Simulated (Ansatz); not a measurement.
# Al3Cu2: tests of the settings

The task, for Al3Cu2: test the k-point mesh on the displaced cell.

Program: Ansatz 0.2.0. Level of theory: DFT PBEsol, scalar-relativistic, plane waves, PAW. These are calculated values, not measurements.

1 further run of the same task is left out (set aside as unsound or not needed). Runs told in other sessions of the task aren't counted.

## (1) The system as given

The structure is trigonal, space group P-3m1 (No. 164). The conventional cell has a = 4.092 Å, b = 4.092 Å, c = 4.993 Å, α = 90.00°, β = 90.00°, γ = 120.00°. Around Al (site symmetry -3m) lie 6 Cu at 2.49 Å. Al (site symmetry 3m) has 5 Cu at 2.44 to 2.55 Å and 3 Al at 2.80 Å in its first shell of neighbours. Cu (site symmetry 3m) is surrounded by 8 Al at 2.44 to 2.55 Å.

Coordinates:

```xyz
5
Lattice="4.0920 0.0000 0.0000 -2.0460 3.5437 0.0000 0.0000 0.0000 4.9928" Properties=species:S:1:pos:R:3 pbc="T T T"
Al    0.0000    0.0000    0.0000
Al    0.0000    2.3625    1.7471
Al    2.0460    1.1812    3.2457
Cu    0.0000    2.3625    4.1915
Cu    2.0460    1.1812    0.8013
```

The structure comes from the Materials Project (structure only); it is used as listed.

## (2) The base input

File input.yaml:

```yaml
crystal:
  lattice:
    - [4.0919516368, 0.0, 0.0]
    - [-2.0459758184, 3.5437340685, 0.0]
    - [0.0, 0.0, 4.9927787]
  atoms:
    - { symbol: Al, position: [0.0, 0.0, 0.0] }
    - { symbol: Al, position: [0.33333333, 0.66666667, 0.34992535] }
    - { symbol: Al, position: [0.66666667, 0.33333333, 0.65007465] }
    - { symbol: Cu, position: [0.33333333, 0.66666667, 0.83951213] }
    - { symbol: Cu, position: [0.66666667, 0.33333333, 0.16048787] }
basis:
  ecutwfc: 420
kpoints:
  mp_grid: { grid: [12, 12, 8] }
hamiltonian:
  xc: pbesol
scf:
  occupations: { method: gaussian, width: 0.1 }
output:
  forces: true
  stress: true
  eigenvalues: true
  populations: true
  write_density: true
  write_potential: true
  elf: true
  volumetric_format: npy
```

Its results, from an earlier run: -2950.4074 eV/atom at zero smearing, pressure 0.13 GPa, largest force 0.062 eV/Å, no gap on the mesh, in 7 SCF cycles and 33 s.

The runs on the displaced cell use a copy made earlier, with the atoms moved and the axes strained (about 1 %) at random, so that forces and shear stress do not vanish.

## (3) K-point mesh on the displaced cell set to 1×1×1

File input.yaml:

```yaml
crystal:
  lattice:
    - [4.0472680556, 0.0074024528, 0.0200421321]
    - [-2.0172233156, 3.4831102312, -0.012050543]
    - [0.0244543287, -0.0028593368, 4.9807017204]
  atoms:
    - { symbol: Al, position: [-0.0008572511, -0.0022964813, -0.003787046] }
    - { symbol: Al, position: [0.3239394096, 0.6152035583, 0.3246428018] }
    - { symbol: Al, position: [0.6361111384, 0.3216370404, 0.6524015193] }
    - { symbol: Cu, position: [0.2936928577, 0.6558659016, 0.8549848793] }
    - { symbol: Cu, position: [0.648848148, 0.2910866889, 0.1295631523] }
basis:
  ecutwfc: 420
kpoints:
  mp_grid: { grid: [1, 1, 1] }
hamiltonian:
  xc: pbesol
scf:
  occupations: { method: gaussian, width: 0.1 }
output:
  forces: true
  stress: true
  eigenvalues: true
```

Command:

```
$ ansatz run input.yaml --threads 1 --pin off --max-ram 2560MiB --backend cpu --events-out ev --progress --plain --runs-dir out
```

Standard output, cut to the lines that bear on the results:

```text
Warning: RAYON_NUM_THREADS=1 ignored (pool sized by the plan → 1); use --threads N
[...]
Pseudopotentials: kind: paw
Pseudopotential: Al, paw, valence charge 3, recommended cutoff 420 eV (normal), Al.paw.azcp
Pseudopotential: Cu, paw, valence charge 19, recommended cutoff 420 eV (normal), Cu.paw.azcp
Functional definition: PBEsol
[...]
Crystal: 5 atoms, lattice volume = 70.286 Å³
Basis set: ecut = 420 eV, 1385 PW (Γ), exchange–correlation on 60×54×72 points (8 copies of the dense FFT grid, shifted against one another)
Bands: 29, of which v1, the nominal top of the filled ones, is band 24 counted from 1 (23 counted from 0)
Symmetry: 1 space group operations
Space group: P1 (ITA 1), of the structure as read, at distance tolerance 4.1e-5 Å
k-points: 1
[...]
SCF iter   1: F=—  HF=-14740.975323 eV  |F-HF|=—  |Δ(HF+E_count)|=         —  Δρ=3.15e-2  dr2=6.11e-1  ethr=1.77e-3  ⟨swp⟩=5.0  Hψ=126  notcnv=0
[...]
SCF iter  10: F=-14740.808727 eV  HF=-14740.808727 eV  |F-HF|=6.24e-9  |Δ(HF+E_count)|=   7.89e-9  Δρ=3.27e-6  dr2=8.95e-9  ethr=2.13e-10  ⟨swp⟩=9.0  Hψ=157  notcnv=0
[...]
SCF converged after 10 iterations
Free energy (F): -14740.808727 eV
[...]
E sigma→0 (E₀):  -14740.776785 eV
Entropy (-TS):   -0.063885 eV (-12.777 meV/atom)
Fermi energy:    12.984388 eV
[...]
--- Forces (eV/Å), atoms counted from 1 ---
  atom   1  Al    -0.11575597    -0.10924410    -0.12127631
  atom   2  Al    -1.40448876     0.93665061     1.33954184
  atom   3  Al     0.89255126    -0.79371919    -1.10251306
  atom   4  Cu    -0.68718422     0.44686526    -1.22633698
  atom   5  Cu     1.31488837    -0.48055466     1.11058050
[...]
--- Stress (GPa, compression-positive) ---
       27.116016      -7.383162      -0.419863
       -7.383167      18.606160       0.204774
       -0.419853       0.204787       1.191078
  P = ⅓ Tr σ = 15.6378 GPa (156.378 kbar)
--- Band table (eV) ---
[...]
```

Wall time 2.1 s (1 thread of Intel Xeon at 2.50GHz (Skylake/Cascade Lake), shared host); peak memory 0.31 GiB.

Result: -2948.1554 eV/atom at zero smearing, pressure 15.64 GPa, largest force 2.155 eV/Å and no gap on the mesh.

## (4) K-point mesh on the displaced cell: 2×2×2

Edit input.yaml of step 3 so:

```diff
@@ -14,3 +14,3 @@
 kpoints:
-  mp_grid: { grid: [1, 1, 1] }
+  mp_grid: { grid: [2, 2, 2] }
 hamiltonian:
```

Command:

```
$ ansatz run input.yaml --threads 1 --pin off --max-ram 2560MiB --backend cpu --events-out ev --progress --plain --runs-dir out
```

Standard output, cut to the lines that bear on the results:

```text
Warning: RAYON_NUM_THREADS=1 ignored (pool sized by the plan → 1); use --threads N
[...]
[... 4 set-up lines as earlier in the session ...]
[...]
Crystal: 5 atoms, lattice volume = 70.286 Å³
Basis set: ecut = 420 eV, 1385 PW (Γ), exchange–correlation on 60×54×72 points (8 copies of the dense FFT grid, shifted against one another)
Bands: 29, of which v1, the nominal top of the filled ones, is band 24 counted from 1 (23 counted from 0)
[... 2 set-up lines as earlier in the session ...]
k-points: 8
[...]
SCF iter   1: F=—  HF=-14750.178086 eV  |F-HF|=—  |Δ(HF+E_count)|=         —  Δρ=1.85e-2  dr2=1.88e-1  ethr=1.77e-3  ⟨swp⟩=7.4  Hψ=1094  notcnv=0
[...]
SCF iter  10: F=-14750.139680 eV  HF=-14750.139680 eV  |F-HF|=4.16e-9  |Δ(HF+E_count)|=   2.00e-8  Δρ=2.16e-6  dr2=4.65e-9  ethr=2.13e-10  ⟨swp⟩=7.2  Hψ=955  notcnv=0
[...]
SCF converged after 10 iterations
Free energy (F): -14750.139680 eV
[...]
E sigma→0 (E₀):  -14750.128403 eV
Entropy (-TS):   -0.022553 eV (-4.511 meV/atom)
Fermi energy:    11.780872 eV
[...]
--- Forces (eV/Å), atoms counted from 1 ---
  atom   1  Al    -0.52282489    -0.82337898    -0.11622403
  atom   2  Al    -0.53751827     0.46642365     1.42001125
  atom   3  Al     0.33817143    -0.09088121    -1.07647132
  atom   4  Cu     0.50805921     0.02014779    -1.21162099
  atom   5  Cu     0.21411638     0.42768920     0.98430332
[...]
--- Stress (GPa, compression-positive) ---
       13.155758      -4.130031      -0.435749
       -4.130031       3.023932       2.828855
       -0.435748       2.828856      20.565084
  P = ⅓ Tr σ = 12.2483 GPa (122.483 kbar)
--- Band table (eV; the first three rows and the last of 8) ---
[...]
```

Run time: 3.5 s. Hardware: 1 thread of Intel Xeon at 2.50GHz (Skylake/Cascade Lake), shared host; peak memory 0.33 GiB.

Read-out: -2950.0257 eV/atom at zero smearing, pressure 12.25 GPa, largest force 1.588 eV/Å and no gap on the mesh.

## (5) K-point mesh on the displaced cell: 4×4×2

Edit input.yaml of step 4 so:

```diff
@@ -14,3 +14,3 @@
 kpoints:
-  mp_grid: { grid: [2, 2, 2] }
+  mp_grid: { grid: [4, 4, 2] }
 hamiltonian:
```

Command:

```
$ ansatz run input.yaml --threads 1 --pin off --max-ram 2560MiB --backend cpu --events-out ev --progress --plain --runs-dir out
```

Standard output, cut to the lines that bear on the results:

```text
Warning: RAYON_NUM_THREADS=1 ignored (pool sized by the plan → 1); use --threads N
[...]
[... 4 set-up lines as earlier in the session ...]
[...]
Crystal: 5 atoms, lattice volume = 70.286 Å³
Basis set: ecut = 420 eV, 1385 PW (Γ), exchange–correlation on 60×54×72 points (8 copies of the dense FFT grid, shifted against one another)
Bands: 29, of which v1, the nominal top of the filled ones, is band 24 counted from 1 (23 counted from 0)
[... 2 set-up lines as earlier in the session ...]
k-points: 20 of 32 (time reversal used)
[...]
SCF iter   1: F=—  HF=-14751.662882 eV  |F-HF|=—  |Δ(HF+E_count)|=         —  Δρ=1.24e-2  dr2=6.56e-2  ethr=1.77e-3  ⟨swp⟩=6.3  Hψ=2598  notcnv=0
[...]
SCF iter   8: F=-14751.649061 eV  HF=-14751.649061 eV  |F-HF|=4.24e-8  |Δ(HF+E_count)|=   2.80e-8  Δρ=5.85e-6  dr2=6.11e-8  ethr=2.13e-10  ⟨swp⟩=8.0  Hψ=2450  notcnv=0
[...]
SCF converged after 8 iterations
Free energy (F): -14751.649061 eV
[...]
E sigma→0 (E₀):  -14751.644846 eV
Entropy (-TS):   -0.008431 eV (-1.686 meV/atom)
Fermi energy:    11.865129 eV
[...]
--- Forces (eV/Å), atoms counted from 1 ---
  atom   1  Al    -0.54229702    -0.87463369    -0.14388938
  atom   2  Al    -0.48120418     0.49473808     1.38973136
  atom   3  Al     0.29161525    -0.09475511    -1.00482409
  atom   4  Cu     0.61597841     0.03391271    -1.26531825
  atom   5  Cu     0.11589863     0.44071540     1.02430415
[...]
--- Stress (GPa, compression-positive) ---
        9.766075      -3.601713       0.172961
       -3.601713       5.623194       0.375997
        0.172962       0.375997       7.514639
  P = ⅓ Tr σ = 7.6346 GPa (76.346 kbar)
--- Band table (eV; the first three rows and the last of 20) ---
[...]
```

Run time: 6.8 s. Hardware: 1 thread of Intel Xeon at 2.50GHz (Skylake/Cascade Lake), shared host; peak memory 0.33 GiB.

Read-out: -2950.3290 eV/atom at zero smearing, pressure 7.63 GPa, largest force 1.552 eV/Å and no gap on the mesh.

## (6) K-point mesh on the displaced cell: 4×4×4

Edit input.yaml of step 5 so:

```diff
@@ -14,3 +14,3 @@
 kpoints:
-  mp_grid: { grid: [4, 4, 2] }
+  mp_grid: { grid: [4, 4, 4] }
 hamiltonian:
```

Command:

```
$ ansatz run input.yaml --threads 1 --pin off --max-ram 2560MiB --backend cpu --events-out ev --progress --plain --runs-dir out
```

Standard output, cut to the lines that bear on the results:

```text
Warning: RAYON_NUM_THREADS=1 ignored (pool sized by the plan → 1); use --threads N
[...]
[... 4 set-up lines as earlier in the session ...]
[...]
Crystal: 5 atoms, lattice volume = 70.286 Å³
Basis set: ecut = 420 eV, 1385 PW (Γ), exchange–correlation on 60×54×72 points (8 copies of the dense FFT grid, shifted against one another)
Bands: 29, of which v1, the nominal top of the filled ones, is band 24 counted from 1 (23 counted from 0)
[... 2 set-up lines as earlier in the session ...]
k-points: 36 of 64 (time reversal used)
[...]
SCF iter   1: F=—  HF=-14751.549467 eV  |F-HF|=—  |Δ(HF+E_count)|=         —  Δρ=1.36e-2  dr2=8.18e-2  ethr=1.77e-3  ⟨swp⟩=6.5  Hψ=4767  notcnv=0
[...]
SCF iter   8: F=-14751.533466 eV  HF=-14751.533466 eV  |F-HF|=2.45e-8  |Δ(HF+E_count)|=   1.09e-7  Δρ=8.62e-6  dr2=6.98e-8  ethr=2.13e-10  ⟨swp⟩=6.9  Hψ=5003  notcnv=0
[...]
SCF converged after 8 iterations
Free energy (F): -14751.533466 eV
[...]
E sigma→0 (E₀):  -14751.528584 eV
Entropy (-TS):   -0.009763 eV (-1.953 meV/atom)
Fermi energy:    11.863085 eV
[...]
--- Forces (eV/Å), atoms counted from 1 ---
  atom   1  Al    -0.55536094    -0.90276094    -0.13604469
  atom   2  Al    -0.46373515     0.48194500     1.46815347
  atom   3  Al     0.29207809    -0.06488997    -1.08705735
  atom   4  Cu     0.63192874     0.00294687    -1.39081158
  atom   5  Cu     0.09509926     0.48275856     1.14576141
[...]
--- Stress (GPa, compression-positive) ---
        9.167825      -3.148711      -0.443886
       -3.148711       4.977674       0.480374
       -0.443885       0.480373       7.714042
  P = ⅓ Tr σ = 7.2865 GPa (72.865 kbar)
--- Band table (eV; the first three rows and the last of 36) ---
[...]
```

Wall time 14 s (1 thread of Intel Xeon at 2.50GHz (Skylake/Cascade Lake), shared host); peak memory 0.35 GiB.

Read-out: -2950.3057 eV/atom at zero smearing, pressure 7.29 GPa, largest force 1.613 eV/Å and no gap on the mesh.

## (7) K-point mesh on the displaced cell set to 6×6×4

Edit input.yaml of step 6 so:

```diff
@@ -14,3 +14,3 @@
 kpoints:
-  mp_grid: { grid: [4, 4, 4] }
+  mp_grid: { grid: [6, 6, 4] }
 hamiltonian:
```

Command:

```
$ ansatz run input.yaml --threads 1 --pin off --max-ram 2560MiB --backend cpu --events-out ev --progress --plain --runs-dir out
```

Standard output, cut to the lines that bear on the results:

```text
Warning: RAYON_NUM_THREADS=1 ignored (pool sized by the plan → 1); use --threads N
[...]
[... 4 set-up lines as earlier in the session ...]
[...]
Crystal: 5 atoms, lattice volume = 70.286 Å³
Basis set: ecut = 420 eV, 1385 PW (Γ), exchange–correlation on 60×54×72 points (8 copies of the dense FFT grid, shifted against one another)
Bands: 29, of which v1, the nominal top of the filled ones, is band 24 counted from 1 (23 counted from 0)
[... 2 set-up lines as earlier in the session ...]
k-points: 76 of 144 (time reversal used)
[...]
SCF iter   1: F=—  HF=-14751.629411 eV  |F-HF|=—  |Δ(HF+E_count)|=         —  Δρ=1.41e-2  dr2=8.58e-2  ethr=1.77e-3  ⟨swp⟩=6.3  Hψ=9949  notcnv=0
[...]
SCF iter   8: F=-14751.612639 eV  HF=-14751.612639 eV  |F-HF|=3.37e-8  |Δ(HF+E_count)|=   1.42e-7  Δρ=8.46e-6  dr2=6.28e-8  ethr=2.13e-10  ⟨swp⟩=6.7  Hψ=10398  notcnv=0
[...]
SCF converged after 8 iterations
Free energy (F): -14751.612639 eV
[...]
E sigma→0 (E₀):  -14751.609340 eV
Entropy (-TS):   -0.006598 eV (-1.320 meV/atom)
Fermi energy:    11.730740 eV
[...]
--- Forces (eV/Å), atoms counted from 1 ---
  atom   1  Al    -0.55649107    -0.91128656    -0.15114037
  atom   2  Al    -0.46354820     0.50411144     1.51334287
  atom   3  Al     0.28791401    -0.07877625    -1.11134072
  atom   4  Cu     0.63713018     0.03273749    -1.43127261
  atom   5  Cu     0.09501004     0.45321828     1.18041673
[...]
--- Stress (GPa, compression-positive) ---
        8.542752      -3.048009      -0.316215
       -3.048009       5.771954       0.348341
       -0.316214       0.348341       5.826616
  P = ⅓ Tr σ = 6.7138 GPa (67.138 kbar)
--- Band table (eV; the first three rows and the last of 76) ---
[...]
```

Run time: 30 s. Hardware: 1 thread of Intel Xeon at 2.50GHz (Skylake/Cascade Lake), shared host; peak memory 0.41 GiB.

Result: -2950.3219 eV/atom at zero smearing, pressure 6.71 GPa, largest force 1.661 eV/Å and no gap on the mesh.

## (8) The sweep of the k-point mesh on the displaced cell side by side

ΔE: energy per atom at zero smearing, less that of the run at 8×8×6. Pressure is positive in compression.

```
 mesh  ΔE (meV/atom)  pressure (GPa)  largest change of a force component (eV/Å)  irreducible points  SCF cycles  CPU time
1×1×1           2168           15.64                                       1.316                   1          10       2 s
2×2×2            298           12.25                                       0.219                   8          10     3.4 s
4×4×2          -5.31            7.63                                       0.165                  20           8     6.8 s
4×4×4           17.9            7.29                                       0.065                  36           8      14 s
6×6×4           1.79            6.71                                       0.027                  76           8      29 s
8×8×6           0.00            6.70                                       0.000                 196           8      68 s
```

CPU times come from a shared host, so they are rough.

## (9) What came out

| quantity | value |
| --- | --- |
| k-point mesh on the displaced cell: within 10 and 1 meV/atom of 8×8×6 from | 6×6×4 for 10; none of the others for 1 |

In words: The last step in the k-point mesh on the displaced cell still changes the energy by 1.79 meV/atom: the series is not settled to 1 meV/atom. The error changes sign along the series, since a k mesh isn't variational, and a metal needs dense meshes to resolve its Fermi surface. Forces come within 0.01 eV/Å only at the reference itself.
